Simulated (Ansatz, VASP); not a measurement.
**One calculation of TiB4, two programs**

```
Ti B
1.0
     2.71455    0.00000    0.00000
     0.00000    3.99767    0.00000
     0.00000    0.00000    4.70173
Ti B
1 4
Direct
  0.00000 0.50000 0.00000
  0.50000 0.00000 0.83333
  0.00000 0.00000 0.33333
  0.00000 0.00000 0.66667
  0.50000 0.00000 0.16667
```

Alike in both runs: task relaxation of cell and atoms; functional PBE; k mesh 6 × 4 × 4; occupations gaussian, width 0.1 eV; no spin polarisation.

|  | VASP | Ansatz |
| --- | --- | --- |
| version | VASP 6.6.1 | Ansatz 0.2.0 |
| potentials or method | VASP PAW PBE potentials, release 64 (Ti_sv, B) | scalar-relativistic, plane waves, PAW |
| plane-wave cutoff (eV) | 600 | 420 |
| valence electrons in the cell | 24 | 24 |

Ansatz gave:

| Property | Result |
| --- | --- |
| gap on the k mesh at the Fermi level, each at its own relaxed structure (eV) | none |
| relaxed volume (Å³/atom) | 9.90 |
| relaxed cell length with the largest relative difference (Å) | 3.235 |
| energy change over the relaxation (meV/atom) | -478 |

Q: Which values does VASP return?

A: gap on the k mesh at the Fermi level, each at its own relaxed structure (eV): none; relaxed volume (Å³/atom): 9.92; relaxed cell length with the largest relative difference (Å): 3.244; energy change over the relaxation (meV/atom): -478.

A gap of «none» marks a metal or a gap that the smearing closes.

Caveats: the k mesh is coarse (spacing up to 0.39 Å⁻¹), so the values aren't converged.
